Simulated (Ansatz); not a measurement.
# Sn: the cost of one run

Computed with Ansatz 0.2.0 (DFT PBE+D3(BJ), scalar-relativistic, plane waves, PAW, unless a step's input says otherwise).

2 further runs of the same task are left out: 2 set aside as unsound or not needed.

### 1 The structure to begin with

Symmetry: I4/mmm, No. 139, tetragonal system. Conventional cell: a = 3.257 Å, b = 3.257 Å, c = 5.052 Å, α = 90.00°, β = 90.00°, γ = 90.00°. Around Sn (site symmetry 4/mmm) lie 12 Sn at 3.26 to 3.42 Å.

As a file:

```cif
data_structure
_symmetry_space_group_name_H-M 'I4/mmm'
_symmetry_Int_Tables_number 139
_cell_length_a 3.2566
_cell_length_b 3.2566
_cell_length_c 5.0521
_cell_angle_alpha 90.000
_cell_angle_beta 90.000
_cell_angle_gamma 90.000
_cell_volume 53.58
loop_
_atom_site_label
_atom_site_type_symbol
_atom_site_symmetry_multiplicity
_atom_site_Wyckoff_symbol
_atom_site_fract_x
_atom_site_fract_y
_atom_site_fract_z
_atom_site_occupancy
Sn1 Sn 2 a 0.00000 0.00000 0.00000 1
```

This cell was relaxed beforehand with the same method: volume 26.79 Å³/atom, gap on the mesh none (metal).

### 2 The slab

Planes are indexed in the bulk's conventional cell (I4/mmm (No. 139)), a = 3.257 Å, b = 3.257 Å, c = 5.052 Å, α = 90.00°, β = 90.00°, γ = 90.00°.

A (110) slab, 4.6 Å thick as cut, with 16 Å of vacuum, in a 2×2 surface cell; its outer planes are Sn (top) and Sn (bottom).

The slab as cut. Layers, bottom to top:

```csv
plane,atoms per cell,height over the lowest (Å)
1,Sn4,0.00
2,Sn4,2.30
3,Sn4,4.61
```

### 3 Relaxing the clean slab

Input file input.yaml:

```yaml
crystal:
  lattice:
    - [6.8363002956, 0.0, 0.0]
    - [0.6307727704, 6.8071379774, 0.0]
    - [0.0, 0.0, 20.6055862631]
  atoms:
    - { symbol: Sn, position: [0.25, 0.75, 0.3882442313] }
    - { symbol: Sn, position: [0.25, 0.25, 0.3882442313] }
    - { symbol: Sn, position: [0.75, 0.75, 0.3882442313] }
    - { symbol: Sn, position: [0.75, 0.25, 0.3882442313] }
    - { symbol: Sn, position: [0.5, 0.5, 0.5] }
    - { symbol: Sn, position: [0.5, 0.0, 0.5] }
    - { symbol: Sn, position: [0.0, 0.5, 0.5] }
    - { symbol: Sn, position: [0.0, 0.0, 0.5] }
    - { symbol: Sn, position: [0.75, 0.25, 0.6117557687] }
    - { symbol: Sn, position: [0.75, 0.75, 0.6117557687] }
    - { symbol: Sn, position: [0.25, 0.25, 0.6117557687] }
    - { symbol: Sn, position: [0.25, 0.75, 0.6117557687] }
basis:
  ecutwfc: 420
kpoints:
  mp_grid: { grid: [3, 3, 1] }
hamiltonian:
  xc: pbe
  dispersion: d3bj
scf:
  occupations: { method: gaussian, width: 0.1 }
output:
  forces: true
  eigenvalues: true
  write_density: true
  write_potential: true
  elf: true
  volumetric_format: npy
relax:
  adjacent_minimum: "off"
  f_tol: 0.03
  max_steps: 70
  constraints: [{ sites: [0, 1, 2, 3] }]
efield:
  axis: 3
  dipole_correction: true
  ramp_width: 0.04
```

Command:

```
> ansatz run input.yaml --threads 4 --pin off --max-ram 12288MiB --backend cpu --events-out ev --progress --plain --runs-dir out
```

Q: Estimate wall time and peak memory on 4 threads of AMD EPYC 9R14 (Zen 4), shared host.

About 30 s, with a peak of 1.9 GiB.
